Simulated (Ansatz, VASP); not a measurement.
## Mg in VASP and in Ansatz

The input POSCAR:

```
Mg
1.0
    3.2093000000      0.0000000000      0.0000000000
   -1.6046500000      2.7793353284      0.0000000000
    0.0000000000      0.0000000000      5.2103000000
Mg
2
Direct
    0.6666666667      0.3333333333      0.7500000000
    0.3333333333      0.6666666667      0.2500000000
```

INCAR.step1

```
  ALGO = Normal
  EDIFF = 1E-4
  ENCUT = 520
  GGA = PE
  ISMEAR = -1
  LASPH = True
  LCHARG = False
  LREAL = False
  LWAVE = True
  NBANDS = 9
  NELM = 100
  PREC = Accurate
  SIGMA = 0.05
```

Contents of INCAR.step2:

```
  ALGO = Normal
  EDIFF = 1E-7
  ENCUT = 520
  ISIF = 2
  ISMEAR = -1
  ISTART = 1
  LASPH = True
  LCHARG = False
  LMIXTAU = True
  LREAL = False
  LWAVE = False
  METAGGA = R2SCAN
  NBANDS = 9
  NELM = 100
  PREC = Accurate
  SIGMA = 0.05
```

Contents of KPOINTS:

```
k-points
0
Gamma
  6 6 3
```

File input.yaml:

```yaml
crystal:
  lattice:
    - [3.2093, 0.0, 0.0]
    - [-1.60465, 2.7793353284, 0.0]
    - [0.0, 0.0, 5.2103]
  atoms:
    - { symbol: Mg, position: [0.6666666667, 0.3333333333, 0.75] }
    - { symbol: Mg, position: [0.3333333333, 0.6666666667, 0.25] }
hamiltonian:
  xc: r2scan
  pseudopotentials: { kind: paw }
kpoints:
  mp_grid: { grid: [6, 6, 3] }
  band_path:
    path:
      - [[0.0, 0.0, 0.0], [0.5, 0.0, 0.0], [0.3333333333, 0.3333333333, 0.0], [0.0, 0.0, 0.0], [0.0, 0.0, 0.5], [0.5, 0.0, 0.5], [0.3333333333, 0.3333333333, 0.5], [0.0, 0.0, 0.5]]
      - [[0.5, 0.0, 0.5], [0.5, 0.0, 0.0]]
      - [[0.3333333333, 0.3333333333, 0.0], [0.3333333333, 0.3333333333, 0.5]]
    npoints: 14
scf:
  occupations: { method: fermi_dirac, width: 0.05 }
  n_extra_bands: 6
output:
  forces: true
  stress: true
  eigenvalues: true
  fatbands: false
```

Alike in both runs: functional r2SCAN; k mesh 6 × 6 × 3; occupations fermi-dirac, width 0.05 eV; no spin polarisation.

|  | VASP | Ansatz |
| --- | --- | --- |
| version | VASP 6.6.1 | Ansatz 0.2.0 |
| potentials or method | VASP PAW PBE potentials, release 64 (Mg) | Ansatz PAW |
| plane-wave cutoff (eV) | 520 | 500 |
| valence electrons in the cell | 4 | 20 |
| task | single point | band structure |

```csv
,VASP,Ansatz,Ansatz less VASP
gap on the k mesh at the Fermi level (eV),none,none,-
pressure (GPa),-1.3,-1.0,+0.26
largest component of the traceless stress (GPa),0.43,0.44,+0.015
```

A gap of «none» marks a metal or a gap that the smearing closes. The functional is the same, so the differences come from potentials, cutoffs and numerics. The two sets of potentials don't hold the same shells in valence.

Caveats: the k mesh is coarse (spacing up to 0.40 Å⁻¹), so the values aren't converged; the PAW data sets were made with another functional, which shifts forces and pressure a little (VASP); the PAW data sets come from PBE, with cores solved anew for the run's functional, which leaves a small shift of forces and pressure (Ansatz).
